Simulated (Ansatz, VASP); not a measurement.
## One calculation of SrCl2, two programs

The input INCAR:

```
ALGO = Normal ; EDIFF = 1E-6
EDIFFG = -0.01 ; ENCUT = 600
GGA = PE ; IBRION = 2
ISIF = 3 ; ISMEAR = 0
IVDW = 12 ; LASPH = T
LCHARG = F ; LREAL = F
LWAVE = F ; NELM = 60
NSW = 100 ; PREC = Accurate
SIGMA = 0.02
```

File KPOINTS:

```
k-points
0
Gamma
  6 6 6
```

Contents of POSCAR:

```
SrCl2
1.0
    0.0000000000      3.4997472800      3.4997472800
    3.4997472800      0.0000000000      3.4997472800
    3.4997472800      3.4997472800      0.0000000000
Sr Cl
1 2
Direct
    0.0000000000      0.0000000000      0.0000000000
    0.7500000000      0.7500000000      0.7500000000
    0.2500000000      0.2500000000      0.2500000000
```

Input for Ansatz:

```yaml
crystal:
  lattice:
    - [0.0, 3.49974728, 3.49974728]
    - [3.49974728, 0.0, 3.49974728]
    - [3.49974728, 3.49974728, 0.0]
  atoms:
    - { symbol: Sr, position: [0.0, 0.0, 0.0] }
    - { symbol: Cl, position: [0.75, 0.75, 0.75] }
    - { symbol: Cl, position: [0.25, 0.25, 0.25] }
basis:
  ecutwfc: 420
kpoints:
  mp_grid: { grid: [6, 6, 6] }
hamiltonian:
  xc: pbe
  dispersion: d3bj
scf:
  occupations: { method: gaussian, width: 0.02 }
output:
  forces: true
  stress: true
  eigenvalues: true
relax:
  adjacent_minimum: "off"
  f_tol: 0.01
  max_steps: 80
  cell: { stress_tol: 0.05 }
```

Alike in both runs: task relaxation of cell and atoms; functional PBE; dispersion D3(BJ); k mesh 6 × 6 × 6; occupations gaussian, width 0.02 eV; no spin polarisation.

|  | VASP | Ansatz |
| --- | --- | --- |
| version | VASP 6.6.1 | Ansatz 0.2.0 |
| potentials or method | VASP PAW PBE potentials, release 64 (Sr_sv, Cl) | scalar-relativistic, plane waves, PAW |
| plane-wave cutoff (eV) | 600 | 420 |
| valence electrons in the cell | 24 | 24 |

|  | VASP | Ansatz | Ansatz less VASP |
| --- | --- | --- | --- |
| gap on the k mesh at the Fermi level, each at its own relaxed structure (eV) | 5.35 | 5.37 | +0.020 |
| relaxed volume (Å³/atom) | 28.19 | 28.08 | -0.108 |
| relaxed cell length with the largest relative difference (Å) | 4.927 | 4.921 | -0.0063 |
| energy change over the relaxation (meV/atom) | -1 | -1 | -0.4 |

A k mesh can miss the band edges. A hybrid or GW would open this gap; PBE tends to underestimate it.
